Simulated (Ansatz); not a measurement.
Given:

GeO₂:
Space group P3₁21 (No. 152); a = b = 4.9897 Å, c = 5.6916 Å, α = β = 90.00°, γ = 120.00°

```tsv
atom	site	symmetry	x	y	z
Ge	3a	.2.	0.5489	0.5489	0.0000
O	6c	1	0.3942	0.3048	0.2457
```

This is the PBEsol-relaxed structure.

**Question.** All from the program Ansatz at the PBEsol level (PAW), unless another level is named. Predict the electronic dielectric constant ε∞ (DFPT).

**Answer.** 3.17 (xx = yy), 3.29 (zz).

**Question.** And the largest static χ(2) component?

**Answer.** 4.7 pm/V.

**Question.** Next, the static dielectric constant ε0 (ions relaxed, cell fixed)?

**Answer.** 6.37 (xx = yy), 6.52 (zz).

Space group P3_121. The cell was relaxed with PBEsol under the symmetry of its start; of distortions, only those at the zone centre were tested. Scalar-relativistic: spin–orbit coupling is off unless named, which matters more the heavier the elements.

Potentials: the later of the program's two PAW sets.
